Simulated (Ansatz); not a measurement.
Crystal: P.

```
CELL_PARAMETERS angstrom
1.64774 -5.46504 0.00000
1.64774 5.46504 0.00000
0.00000 0.00000 4.54364
ATOMIC_POSITIONS crystal
P 0.90414 0.09586 0.58882
P 0.09586 0.90414 0.41118
P 0.59586 0.40414 0.08882
P 0.40414 0.59586 0.91118
```

Base run:

```yaml
Program: Ansatz 0.2.0
Functional: BLYP
Potentials_or_basis: Ansatz PAW
Cutoff: "420 eV (not typed: the program's choice for these potentials)"
k_mesh: 5 × 5 × 4
Occupations: fermi-dirac, width 0.05 eV
Spin: no spin polarisation
```

Its results: band gap on the k mesh 0.52 eV, direct; pressure 6.5 GPa; largest force 0.457 eV/Å.

Problem. The run is repeated on the same cell with these changes: functional from BLYP to r2SCAN; cutoff from 420 eV (not typed: the program's choice for these potentials) to 500 eV (not typed: the program's choice for these potentials). What comes out?

Solution. Band gap on the k mesh 0.57 eV, direct; pressure 0.8 GPa; largest force 0.086 eV/Å.

Caveats: odd divisions of the mesh miss points on the zone boundary, where band edges often lie, so the gap on the mesh can be too wide; the PAW data sets come from PBE, with cores solved anew for the run's functional, which leaves a small shift of forces and pressure; the density of states is complete only up to the lowest level of the last band computed.

A k mesh can miss the band edges.
